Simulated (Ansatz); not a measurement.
**Ta2C: relaxation of cell and atoms with PBEsol+U**

Crystal: Ta2C.

```
Ta C
1.0
     3.10590    0.00000    0.00000
    -1.55295    2.68979    0.00000
     0.00000    0.00000    4.94640
Ta C
2 1
Cartesian
  1.5530 0.8966 3.6999
  0.0000 1.7932 1.2465
  0.0000 0.0000 0.0000
```

* Program: Ansatz 0.2.0
* Task: relaxation of cell and atoms
* Functional: PBEsol
* Potentials or basis: Ansatz PAW
* Cutoff: 420 eV (not typed: the program's choice for these potentials)
* k mesh: 10 × 10 × 6
* Occupations: fermi-dirac, width 0.05 eV
* Spin: no spin polarisation
* Hubbard terms: Ta d U = 6 eV
* Hubbard projectors: ortho-atomic (the default)
* Double counting: fll (the default)

* Relaxed volume: 13.80 Å³/atom
* Relaxed cell: a = 3.111 Å, b = 3.111 Å, c = 4.940 Å, α = 90.00°, β = 90.00°, γ = 120.00°
* Space group after relaxing (to 0.05 Å): P-3m1 (No. 164)
* Energy gained by relaxing: 1.7 meV/atom
* Ionic steps: 5
* Pressure after relaxing: 0.0 GPa
* Band gap on the k mesh: none (metal or under the smearing width)

The path:
```tsv
step	energy change (eV)	largest force (eV/Å)	volume (Å³)
1	0.0000	0.3676	41.32
2	-0.0038	0.0447	41.63
3	-0.0050	0.0024	41.42
4	-0.0051	0.0001	41.41
5	-0.0052	0.0002	41.41
```

Final structure:
```xyz
3
Lattice="3.1111 0.0000 0.0000 -1.5555 2.6943 0.0000 0.0000 0.0000 4.9403" Properties=species:S:1:pos:R:3 pbc="T T T"
Ta    1.5555    0.8981    3.6820
Ta    0.0000    1.7962    1.2584
C     0.0000    0.0000    0.0000
```

Levels at points of the mesh, in eV from the Fermi level:
```csv
k point,band 12,band 13,band 14,band 15,band 16,band 17,band 18,band 19
"(0.00, 0.00, 0.00)",-3.86,-3.75,-0.19,0.23,0.23,1.26,1.26,2.43
"(0.00, 0.00, -0.50)",-4.15,-2.10,-1.97,-0.04,-0.04,2.60,2.60,3.70
"(0.00, -0.50, 0.00)",-4.27,-3.51,-2.19,-0.62,3.07,3.44,4.17,4.84
"(0.00, -0.50, -0.50)",-3.85,-2.46,-1.65,-1.45,1.19,1.27,4.48,4.66
```

Eigenvalues of the final occupation matrices:
| site | spin | trace | eigenvalues |
| --- | --- | --- | --- |
| site 1 | 1 | 1.91 | 0.31 0.31 0.40 0.44 0.44 |
| site 2 | 1 | 1.91 | 0.31 0.31 0.40 0.44 0.44 |

Run time: 16 s on 2 threads of Arm Neoverse V2, on a shared host, peak memory 0.4 GiB.

Caveat: the plane-wave basis is chosen anew once the cell has moved, so the energies of steps on either side of that aren't comparable; U without spin polarisation on a metal has little footing; the PAW data sets come from PBE, with cores solved anew for the run's functional, which leaves a small shift of forces and pressure; the U is typed as a test and isn't derived for this compound. The run has no spin-orbit coupling, so splittings on Ta are missing.
